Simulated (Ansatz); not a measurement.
Runs of Ansatz 0.2.0 on MnO. The structure is cubic, space group Fm-3m (No. 225). Conventional cell: a = 4.448 Å, b = 4.448 Å, c = 4.448 Å, α = 90.00°, β = 90.00°, γ = 90.00°. Mn (site symmetry m-3m) has 6 O at 2.22 Å as nearest neighbours. O (site symmetry m-3m) has 6 Mn at 2.22 Å as nearest neighbours. The cell is a database's computed one.

```tsv
task	level	k mesh	smearing	atoms under strain	gap on the mesh (eV)	pressure (GPa)	moment (μB)
phonons	PBEsol	7 × 7 × 7	fermi-dirac 0.05 eV	-	none	-	4.69
elastic constants	PBEsol	7 × 7 × 7	fermi-dirac 0.05 eV	clamped	none	(a)	4.69
single point	LDA	10 × 10 × 10	gaussian 0.05 eV	-	none	(b)	4.61
single point	PBEsol	10 × 10 × 10	gaussian 0.1 eV	-	none	-7.0	4.78
```

Alike in all rows: potentials or basis Ansatz PAW; spin collinear, ferromagnetic start; cell as given; cutoff (eV) 420.

Estimate the missing entries.

(a) -8.7; (b) -16.4.

Caveats: a cell with one magnetic atom can't hold antiferromagnetic order, which such compounds often take; semilocal functionals often make such compounds metallic where correlation or magnetic order opens a gap, which also shifts bond lengths; the PAW data sets come from PBE, with cores solved anew for the run's functional, which leaves a small shift of forces and pressure; the cell is more than 3 GPa from zero pressure, which shifts response properties (some runs); the elastic tensor has a negative eigenvalue, so either the cell is unstable as it stands or the mesh is too thin (some runs); so large a pressure means that the cell lies far from this level's equilibrium, or that cutoff or potentials fall short (some runs).

A gap of «none» marks a metal or a gap under the smearing width.
